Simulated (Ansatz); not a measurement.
This Ansatz 0.2.0 run on Cs2AgBiBr6 needs a look.

The input input.yaml:

```yaml
crystal:
  lattice:
    - [0.0, 5.6161, 5.6161]
    - [5.6161, 0.0, 5.6161]
    - [5.6161, 5.6161, 0.0]
  atoms:
    - { symbol: Bi, position: [0.0, 0.0, 0.0] }
    - { symbol: Cs, position: [0.75, 0.75, 0.75] }
    - { symbol: Cs, position: [0.25, 0.25, 0.25] }
    - { symbol: Ag, position: [0.5, 0.5, 0.5] }
    - { symbol: Br, position: [0.74945, 0.74945, 0.25055] }
    - { symbol: Br, position: [0.25055, 0.25055, 0.74945] }
    - { symbol: Br, position: [0.74945, 0.25055, 0.25055] }
    - { symbol: Br, position: [0.74945, 0.25055, 0.74945] }
    - { symbol: Br, position: [0.25055, 0.74945, 0.74945] }
    - { symbol: Br, position: [0.25055, 0.74945, 0.25055] }
hamiltonian:
  xc: pbesol
  pseudopotentials: { kind: paw }
kpoints:
  mp_grid: { grid: [1, 1, 1] }
scf:
  occupations: { method: fermi_dirac, width: 0.05 }
  max_iter: 50
output:
  forces: true
  stress: true
  eigenvalues: true
relax:
  f_tol: 0.01
  max_steps: 40
  cell: { stress_tol: 0.05 }
```

Potentials or basis: Ansatz PAW.

The run is started by

```console
$ ansatz run input.yaml --threads 4 --pin off --max-ram 11264MiB --backend cpu --events-out ev --progress --plain --runs-dir out
```

Output:

```text
Warning: RAYON_NUM_THREADS=4 ignored (pool sized by the plan → 4); use --threads N
The last accepted step is kept in <dir> (removed where the run ends without a failure and the disk answers)
Engine: ansatz 0.2.0, aarch64-unknown-linux-gnu
Pseudopotentials: kind: paw
Pseudopotential: Bi, paw, valence charge 15, recommended cutoff 420 eV (normal), Bi.paw.azcp
Pseudopotential: Cs, paw, valence charge 9, recommended cutoff 420 eV (normal), Cs.paw.azcp
Pseudopotential: Ag, paw, valence charge 19, recommended cutoff 420 eV (normal), Ag.paw.azcp
Pseudopotential: Br, paw, valence charge 7, recommended cutoff 420 eV (normal), Br.paw.azcp
Functional definition: PBEsol
  exchange = pbesol_x
  correlation = pbesol_c
Crystal: 10 atoms, lattice volume = 354.270 Å³
Basis set: ecut = 420 eV, 6879 PW (Γ), exchange–correlation on 108×108×108 points (8 copies of the dense FFT grid, shifted against one another)
Bands: 57, of which v1, the nominal top of the filled ones, is band 47 counted from 1 (46 counted from 0)
[... 128 lines left out ...]
  atom   9  Br    -0.00068340     0.00000000     0.00000000
  atom  10  Br    -0.00000000     0.00068340    -0.00000000
  max |Σ_I F_I| component: 2.17e-19 eV/Å
--- Stress (GPa, compression-positive) ---
        0.015976      -0.000000      -0.000000
       -0.000000       0.015976       0.000000
       -0.000000       0.000000       0.015976
  P = ⅓ Tr σ = 0.0160 GPa (0.160 kbar)
[... 2 lines left out ...]
--- Relaxed structure (5 steps of the walk, 5 accepted, 1 SCFs on fresh bases) ---
  F+E_penalty+E_count = -47363.18038667 eV   max|allowed force component| = 6.834e-4 eV/Å   (the final SCF, on the basis selected at the relaxed cell)
  cell:  # Å, volume = 422.0851 Å³
    - [-1.5572233180612057e-33, 5.9537417939272546, 5.9537417939272546]
    - [5.9537417939272546, -1.7786033002326165e-33, 5.9537417939272546]
    - [5.9537417939272546, 5.9537417939272546, 1.795446888446828e-34]
  atoms:
    - { symbol: Bi, position: [-1.0038730252175712e-19, 1.4671990368564608e-19, 1.3127570329768908e-19] }
    - { symbol: Cs, position: [0.7500000000000001, 0.7500000000000001, 0.7500000000000001] }
    - { symbol: Cs, position: [0.25, 0.25, 0.25] }
    - { symbol: Ag, position: [0.5, 0.5, 0.5] }
    - { symbol: Br, position: [0.7621393188065011, 0.7621393188065011, 0.2378606811934988] }
    - { symbol: Br, position: [0.2378606811934987, 0.2378606811934987, 0.7621393188065012] }
    - { symbol: Br, position: [0.7621393188065011, 0.23786068119349874, 0.23786068119349874] }
    - { symbol: Br, position: [0.7621393188065011, 0.2378606811934988, 0.7621393188065011] }
    - { symbol: Br, position: [0.2378606811934988, 0.7621393188065011, 0.7621393188065011] }
    - { symbol: Br, position: [0.23786068119349874, 0.7621393188065011, 0.23786068119349874] }
```

Q: What happened, and what is wrong with the input?

A: The run converged. The input holds a flaw that was put in on purpose: one k-point for a small cell (kpoints.mp_grid.grid = 1 × 1 × 1). The program doesn't stop on it, so the numbers can't be trusted though the run ends normally.

A sound run on the same cell differs in these lines of the main input:
```diff
@@ -21 +21 @@
-  mp_grid: { grid: [1, 1, 1] }
+  mp_grid: { grid: [4, 4, 4] }
@@ -24 +23,0 @@
-  max_iter: 50
```
